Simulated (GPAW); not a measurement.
Runs of GPAW 26.7.0 on La. The structure is cubic, space group Im-3m (No. 229). Conventional cell: a = 4.248 Å, b = 4.248 Å, c = 4.248 Å, α = 90.00°, β = 90.00°, γ = 90.00°. La (site symmetry m-3m) is surrounded by 8 La at 3.68 Å. This isn't the form of La at room conditions, which is double hcp.

| level | U | gap on the mesh (eV) | pressure (GPa) |
| --- | --- | --- | --- |
| PBE+U | La f U = 6 eV | none | (b) |
| PBE+U | La f U = 8 eV | none | (a) |
| PBE | - | none | -0.5 |
| PBE+U | La f U = 5 eV | none | (c) |
| PBE+U | La f U = 2 eV | none | -0.2 |
| PBE+U | La f U = 1 eV | none | -0.3 |
| PBE+U | La f U = 3 eV | none | 0.0 |
| PBE+U | La f U = 4 eV | none | 0.1 |

Alike in all rows: task single point; potentials or basis GPAW PAW data sets (gpaw-data 1.2.1), pw; no spin polarisation; cell as given; k mesh 9 × 9 × 9; cutoff (eV) 800; smearing fermi-dirac 0.05 eV.

Question: Fill in the values left out.

Answer: (a) 0.4; (b) 0.3; (c) 0.2.

Caveats: one-centre terms of the f shell are cut off; U without spin polarisation on a metal has little footing (some runs); the U is typed as a test and isn't derived for this compound (some runs).

A k mesh can miss the band edges, and the runs leave out spin-orbit coupling on La.

A gap of «none» marks a metal or a gap under the smearing width.
